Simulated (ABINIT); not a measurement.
# AlCo (Pm-3m) in ABINIT: a series of runs

Aim: see how the results for AlCo move with the level of theory and the settings. Levels: LDA, PBEsol. Tasks: equation of state.

Everything below comes from runs of ABINIT 10.8.3 (patched build). Logs are shortened: lines on timing, memory, paths and dates and some standing lists are left out, and cuts for length are marked. The log counts tension as positive stress, the text compression.

## 1. Starting point

Symmetry: Pm-3m, No. 221, cubic system. Conventional cell: a = 2.819 Å, b = 2.819 Å, c = 2.819 Å, α = 90.00°, β = 90.00°, γ = 90.00°. Co (site symmetry m-3m) has 8 Al at 2.44 Å as nearest neighbours. Al (site symmetry m-3m) has 8 Co at 2.44 Å as nearest neighbours.

The cell is a database's computed one.

## 2. Equation of state, LDA, collinear spin, ferromagnetic start

run.abi

```
# Datasets: one volume each
ndtset 7
getwfk -1
scalecart1 3*0.9795861087
scalecart2 3*0.9864848297
scalecart3 3*0.9932883884
scalecart4 3*1.0000000000
scalecart5 3*1.0066227096
scalecart6 3*1.0131594038
scalecart7 3*1.0196128224

# Pseudopotentials
pp_dirpath "./"
pseudos "Co.LDA_PW-JTH.xml, Al.LDA_PW-JTH.xml"

# Structure
acell 2.81940321 2.81940321 2.81940321 Angstrom
rprim
     1.0000000000     0.0000000000     0.0000000000
     0.0000000000     1.0000000000     0.0000000000
     0.0000000000     0.0000000000     1.0000000000
ntypat 2
znucl 27 13
natom 2
typat 1 2
xred
     0.5000000000     0.5000000000     0.5000000000
     0.0000000000     0.0000000000     0.0000000000

# Plane-wave basis
ecut 707.496042 eV
pawecutdg 48.0

# k points
kptopt 1
ngkpt 9 9 9
nshiftk 1
shiftk 0.0 0.0 0.0

# Exchange and correlation
ixc 7

# Bands and occupations
nband 15
occopt 3
tsmear 0.05 eV

# Spin
nsppol 2
spinat
     0.0000000000     0.0000000000     2.0000000000
     0.0000000000     0.0000000000     0.0000000000

# SCF cycle
nstep 100
tolvrs 1.0e-9

# Output
iomode 3
prtwf 1
prtden 0
prteig 0
prtebands 0
enunit 1
```

Potentials or basis: JTH PAW LDA v2.0.

Command:

```
abinit run.abi > log 2>&1
```

run.abo:

```text
.Version 10.8.3 of ABINIT
 DATASET    1 : space group Pm -3 m (#221); Bravais cP (primitive cubic)
================================================================================
 Values of the parameters that define the memory need for DATASET  1.
     intxc =       0    ionmov =       0      iscf =      17    lmnmax =      18
     lnmax =       6     mgfft =      24  mpssoang =       3    mqgrid =    3001
     natom =       2  nloc_mem =       2    nspden =       2   nspinor =       1
    nsppol =       2      nsym =      48    n1xccc =       1    ntypat =       2
    occopt =       3   xclevel =       1
       mpw =         922          nfft =       13824          nkpt =          35
 PAW method is used; the additional fine FFT grid is defined by:
   mgfftf=        36    nfftf =     46656
================================================================================
================================================================================
[... 71 lines left out ...]
 DATASET    7 : space group Pm -3 m (#221); Bravais cP (primitive cubic)
================================================================================
 Values of the parameters that define the memory need for DATASET  7.
     intxc =       0    ionmov =       0      iscf =      17    lmnmax =      18
     lnmax =       6     mgfft =      27  mpssoang =       3    mqgrid =    3001
     natom =       2  nloc_mem =       2    nspden =       2   nspinor =       1
    nsppol =       2      nsym =      48    n1xccc =       1    ntypat =       2
    occopt =       3   xclevel =       1
       mpw =        1028          nfft =       19683          nkpt =          35
 PAW method is used; the additional fine FFT grid is defined by:
   mgfftf=        36    nfftf =     46656
================================================================================
================================================================================

--------------------------------------------------------------------------------
------------- Echo of variables that govern the present computation ------------
--------------------------------------------------------------------------------
 -outvars: echo values of preprocessed input variables --------
            acell      5.3278999054E+00  5.3278999054E+00  5.3278999054E+00 Bohr
              amu      5.89332000E+01  2.69815390E+01
             ecut      2.60000000E+01 Hartree
           enunit           1
           getwfk          -1
              ixc           7
           jdtset        1    2    3    4    5    6    7
         kptrlatt        9    0    0      0    9    0      0    0    9
          kptrlen1     4.69722306E+01
          kptrlen2     4.73030319E+01
          kptrlen3     4.76292700E+01
          kptrlen4     4.79510991E+01
          kptrlen5     4.82686654E+01
          kptrlen6     4.85821070E+01
          kptrlen7     4.88915555E+01
            natom           2
            nband          15
           ndtset           7
            ngfft1         24      24      24
            ngfft2         27      27      27
            ngfft3         27      27      27
            ngfft4         27      27      27
            ngfft5         27      27      27
            ngfft6         27      27      27
            ngfft7         27      27      27
          ngfftdg          36      36      36
             nkpt          35
           nspden           2
           nsppol           2
            nstep         100
             nsym          48
           ntypat           2
           occopt           3
        pawecutdg      4.80000000E+01 Hartree
           prtden           0
        prtebands           0
           prteig           0
            rprim1     9.7958610870E-01  0.0000000000E+00  0.0000000000E+00
                       0.0000000000E+00  9.7958610870E-01  0.0000000000E+00
                       0.0000000000E+00  0.0000000000E+00  9.7958610870E-01
            rprim2     9.8648482970E-01  0.0000000000E+00  0.0000000000E+00
                       0.0000000000E+00  9.8648482970E-01  0.0000000000E+00
                       0.0000000000E+00  0.0000000000E+00  9.8648482970E-01
            rprim3     9.9328838840E-01  0.0000000000E+00  0.0000000000E+00
                       0.0000000000E+00  9.9328838840E-01  0.0000000000E+00
                       0.0000000000E+00  0.0000000000E+00  9.9328838840E-01
            rprim4     1.0000000000E+00  0.0000000000E+00  0.0000000000E+00
                       0.0000000000E+00  1.0000000000E+00  0.0000000000E+00
                       0.0000000000E+00  0.0000000000E+00  1.0000000000E+00
            rprim5     1.0066227096E+00  0.0000000000E+00  0.0000000000E+00
                       0.0000000000E+00  1.0066227096E+00  0.0000000000E+00
                       0.0000000000E+00  0.0000000000E+00  1.0066227096E+00
            rprim6     1.0131594038E+00  0.0000000000E+00  0.0000000000E+00
                       0.0000000000E+00  1.0131594038E+00  0.0000000000E+00
                       0.0000000000E+00  0.0000000000E+00  1.0131594038E+00
            rprim7     1.0196128224E+00  0.0000000000E+00  0.0000000000E+00
                       0.0000000000E+00  1.0196128224E+00  0.0000000000E+00
                       0.0000000000E+00  0.0000000000E+00  1.0196128224E+00
          spgroup         221
           spinat      0.0000000000E+00  0.0000000000E+00  2.0000000000E+00
                       0.0000000000E+00  0.0000000000E+00  0.0000000000E+00
           tolvrs      1.00000000E-09
           tsmear      1.83746611E-03 Hartree
            typat      1  2
           useylm           1
           xangst1     1.3809241097E+00  1.3809241097E+00  1.3809241097E+00
                       0.0000000000E+00  0.0000000000E+00  0.0000000000E+00
           xangst2     1.3906492477E+00  1.3906492477E+00  1.3906492477E+00
                       0.0000000000E+00  0.0000000000E+00  0.0000000000E+00
           xangst3     1.4002402354E+00  1.4002402354E+00  1.4002402354E+00
                       0.0000000000E+00  0.0000000000E+00  0.0000000000E+00
           xangst4     1.4097016050E+00  1.4097016050E+00  1.4097016050E+00
                       0.0000000000E+00  0.0000000000E+00  0.0000000000E+00
           xangst5     1.4190376494E+00  1.4190376494E+00  1.4190376494E+00
                       0.0000000000E+00  0.0000000000E+00  0.0000000000E+00
           xangst6     1.4282524377E+00  1.4282524377E+00  1.4282524377E+00
                       0.0000000000E+00  0.0000000000E+00  0.0000000000E+00
           xangst7     1.4373498322E+00  1.4373498322E+00  1.4373498322E+00
                       0.0000000000E+00  0.0000000000E+00  0.0000000000E+00
            xcart1     2.6095683679E+00  2.6095683679E+00  2.6095683679E+00
                       0.0000000000E+00  0.0000000000E+00  0.0000000000E+00
            xcart2     2.6279462154E+00  2.6279462154E+00  2.6279462154E+00
                       0.0000000000E+00  0.0000000000E+00  0.0000000000E+00
            xcart3     2.6460705553E+00  2.6460705553E+00  2.6460705553E+00
                       0.0000000000E+00  0.0000000000E+00  0.0000000000E+00
            xcart4     2.6639499527E+00  2.6639499527E+00  2.6639499527E+00
                       0.0000000000E+00  0.0000000000E+00  0.0000000000E+00
            xcart5     2.6815925196E+00  2.6815925196E+00  2.6815925196E+00
                       0.0000000000E+00  0.0000000000E+00  0.0000000000E+00
            xcart6     2.6990059458E+00  2.6990059458E+00  2.6990059458E+00
                       0.0000000000E+00  0.0000000000E+00  0.0000000000E+00
            xcart7     2.7161975300E+00  2.7161975300E+00  2.7161975300E+00
                       0.0000000000E+00  0.0000000000E+00  0.0000000000E+00
             xred      5.0000000000E-01  5.0000000000E-01  5.0000000000E-01
                       0.0000000000E+00  0.0000000000E+00  0.0000000000E+00
            znucl       27.00000   13.00000

================================================================================

 chkinp: Checking input parameters for consistency, jdtset=   1.

 chkinp: Checking input parameters for consistency, jdtset=   2.
[... 40 lines left out ...]
 getcut: wavevector=  0.0000  0.0000  0.0000  ngfft=  36  36  36
         ecut(hartree)=     48.000   => boxcut(ratio)=   2.21166

 getcut : COMMENT -
  Note that boxcut > 2.2 ; recall that boxcut=Gcut(box)/Gcut(sphere) = 2
  is sufficient for exact treatment of convolution.
  Such a large boxcut is a waste : you could raise ecut
  e.g. ecut=   58.697203 Hartrees makes boxcut=2

--- Pseudopotential description ------------------------------------------------
- pspini: atom type   1  psp file is ./Co.LDA_PW-JTH.xml
 Pseudopotential format is: paw10
 basis_size (lnmax)=  6 (lmn_size= 18), orbitals=   0   0   1   1   2   2
 Spheres core radius: rc_sph= 2.10903434
 Shapefunction is SIN type: shapef(r)=[sin(pi*r/rshp)/(pi*r/rshp)]**2
 Radius for shape functions =  1.60384542
 Compensation charge density is not taken into account in XC energy/potential

- pspini: atom type   2  psp file is ./Al.LDA_PW-JTH.xml
 Pseudopotential format is: paw10
 basis_size (lnmax)=  4 (lmn_size=  8), orbitals=   0   0   1   1
 Spheres core radius: rc_sph= 1.90363307
 Shapefunction is SIN type: shapef(r)=[sin(pi*r/rshp)/(pi*r/rshp)]**2
 Radius for shape functions =  1.60786206
 Compensation charge density is not taken into account in XC energy/potential

   2.00053591E+02                                ecore*ucvol(ha*bohr**3)
--------------------------------------------------------------------------------

================================================================================

--- !BeginCycle
iteration_state: {dtset: 1, }
solver: {iscf: 17, nstep: 100, nline: 4, wfoptalg: 10, }
tolerances: {tolvrs: 1.00E-09, }
...
[... 1321 lines left out ...]
-Cartesian components of stress tensor (GPa)         [Pressure= -1.4746E+01 GPa]
- sigma(1 1)=  1.47462104E+01  sigma(3 2)=  0.00000000E+00
- sigma(2 2)=  1.47462104E+01  sigma(3 1)=  0.00000000E+00
- sigma(3 3)=  1.47462104E+01  sigma(2 1)=  0.00000000E+00

== END DATASET(S) ==============================================================
================================================================================

 -outvars: echo values of variables after computation  --------
            acell      5.3278999054E+00  5.3278999054E+00  5.3278999054E+00 Bohr
           etotal1    -1.4871870664E+02
           etotal2    -1.4871925333E+02
           etotal3    -1.4871933394E+02
           etotal4    -1.4871899053E+02
           etotal5    -1.4871826536E+02
           etotal6    -1.4871719977E+02
           etotal7    -1.4871582917E+02
            fcart1    -0.0000000000E+00 -0.0000000000E+00 -0.0000000000E+00
                      -0.0000000000E+00 -0.0000000000E+00 -0.0000000000E+00
            fcart2    -0.0000000000E+00 -0.0000000000E+00 -0.0000000000E+00
                      -0.0000000000E+00 -0.0000000000E+00 -0.0000000000E+00
            fcart3    -0.0000000000E+00 -0.0000000000E+00 -0.0000000000E+00
                      -0.0000000000E+00 -0.0000000000E+00 -0.0000000000E+00
            fcart4    -0.0000000000E+00 -0.0000000000E+00 -0.0000000000E+00
                      -0.0000000000E+00 -0.0000000000E+00 -0.0000000000E+00
            fcart5    -0.0000000000E+00 -0.0000000000E+00 -0.0000000000E+00
                      -0.0000000000E+00 -0.0000000000E+00 -0.0000000000E+00
[... 38 lines left out ...]
                       0.0000000000E+00  0.0000000000E+00  0.0000000000E+00
           xangst1     1.3809241097E+00  1.3809241097E+00  1.3809241097E+00
                       0.0000000000E+00  0.0000000000E+00  0.0000000000E+00
           xangst2     1.3906492477E+00  1.3906492477E+00  1.3906492477E+00
                       0.0000000000E+00  0.0000000000E+00  0.0000000000E+00
           xangst3     1.4002402354E+00  1.4002402354E+00  1.4002402354E+00
                       0.0000000000E+00  0.0000000000E+00  0.0000000000E+00
           xangst4     1.4097016050E+00  1.4097016050E+00  1.4097016050E+00
                       0.0000000000E+00  0.0000000000E+00  0.0000000000E+00
           xangst5     1.4190376494E+00  1.4190376494E+00  1.4190376494E+00
                       0.0000000000E+00  0.0000000000E+00  0.0000000000E+00
           xangst6     1.4282524377E+00  1.4282524377E+00  1.4282524377E+00
                       0.0000000000E+00  0.0000000000E+00  0.0000000000E+00
           xangst7     1.4373498322E+00  1.4373498322E+00  1.4373498322E+00
                       0.0000000000E+00  0.0000000000E+00  0.0000000000E+00
             xred      5.0000000000E-01  5.0000000000E-01  5.0000000000E-01
                       0.0000000000E+00  0.0000000000E+00  0.0000000000E+00
 Calculation completed.
```

It took 2.9 min on 1 thread of Arm Neoverse V2, shared host; peak memory 0.13 GiB.

Results:

```
Equilibrium volume                      : 10.91 Å³/atom
Bulk modulus                            : 207 GPa
Pressure derivative of the bulk modulus : 4.2
```

Energy against volume, from the lowest point:
```tsv
volume (Å³/atom)	energy (meV/atom)
10.533	8.53
10.758	1.10
10.982	0.00
11.206	4.67
11.430	14.54
11.654	29.04
11.878	47.68
```

Caveat: pressures at fixed basis lie under the slope of the energies.

(Part 1 of 2 ends here.)
